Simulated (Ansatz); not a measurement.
**N under changes of volume**

One of the cells (24.580 Å³/atom); the others are scaled copies at fixed shape and fractional positions:

```
CELL_PARAMETERS angstrom
5.81510 0.00000 0.00000
0.00000 5.81510 0.00000
0.00000 0.00000 5.81510
ATOMIC_POSITIONS crystal
N 0.04586 0.45414 0.54586
N 0.45414 0.54586 0.04586
N 0.54586 0.04586 0.45414
N 0.95414 0.95414 0.95414
N 0.93610 0.56390 0.43610
N 0.56390 0.43610 0.93610
N 0.43610 0.93610 0.56390
N 0.06390 0.06390 0.06390
```

| Item | Value |
| --- | --- |
| Program | Ansatz 0.2.0 |
| Functional | PBEsol |
| Potentials or basis | all-electron LAPW, scalar-relativistic |
| Cutoff | 956 eV (chosen from the basis error) |
| Basis error allowed | 0.001 eV/atom |
| k mesh | 5 × 5 × 5 |
| Occupations | fermi-dirac, width 0.05 eV |
| Spin | no spin polarisation |

```tsv
volume (Å³/atom)	energy over the lowest point (meV/atom)	pressure (GPa)	gap on the mesh (eV)	largest force (eV/Å)
23.105	12.04	3.5	7.62	2.579
23.597	?	?	?	?
24.088	0.00	0.5	7.50	0.252
24.580	0.45	-0.8	7.45	0.812
25.072	4.69	-2.0	7.39	1.796
25.563	12.39	-3.0	7.33	2.716
26.055	23.23	-4.0	7.28	3.579
```

Question: What does the run at 23.597 Å³/atom give?

Answer: Energy over the lowest point 3.73 meV/atom; pressure 1.9 GPa; gap on the mesh 7.56 eV; largest force 1.376 eV/Å.

Worked out: A Birch-Murnaghan fit of order 3 (a polynomial in V^(-2/3)) to the other rows has its minimum at 24.28 Å³/atom with B0 = V·E''(V) = 65 GPa and B' = 3.7 at fixed shape and positions, which overstates the stiffness. It gives 3.72 meV/atom at 23.597 Å³/atom, against the run's 3.73, and -dE/dV = 1.9 GPa, against 1.9. A straight line through the other rows of the gap, of slope -2.84 eV per unit of ln V, gives 7.56 eV, against the run's 7.56.

Energies are extrapolated to zero smearing.

Caveats: an odd mesh through Γ misses points on the zone boundary, where band edges often lie; forces of over 1 eV/Å show positions far from the minimum, so gaps and moduli don't describe the material at rest (some runs).
